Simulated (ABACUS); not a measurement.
The system is GaSb.

```xyz
2
Lattice="-2.7534 2.7534 1.5907 2.7534 -2.7534 1.5907 2.7534 2.7534 -1.5907" Properties=species:S:1:pos:R:3 pbc="T T T"
Sb    0.0000    0.0000    0.0000
Ga    0.0000    2.7534    0.7954
```

Measurements of this composition are mostly on another form, of space group No. 216.

Base run:

* Program: ABACUS 3.10.1
* Functional: PBE
* Potentials or basis: SG15 ONCV 1.2 PBE
* Cutoff: 1361 eV
* Density cutoff: 5442 eV
* Basis: DZP LCAO (the cutoffs set its grid)
* k mesh: 10 × 10 × 10
* Occupations: fermi-dirac, width 0.05 eV
* Spin: no spin polarisation

Its results: band gap on the k mesh none (metal or under the smearing width); pressure 1.5 GPa.

Problem. The run is repeated on the same cell with these changes: functional from PBE to RPBE. What comes out?

Solution. Band gap on the k mesh none (metal or under the smearing width); pressure 3.4 GPa.

RPBE binds less tightly than PBE, so the same cell stands under more pressure.

Caveats: the atomic orbitals were generated for these runs and aren't a published set; the basis of atomic orbitals isn't converged, which shifts pressures, moduli and gaps; the potentials were made for another functional, which shifts forces and pressure (some runs).
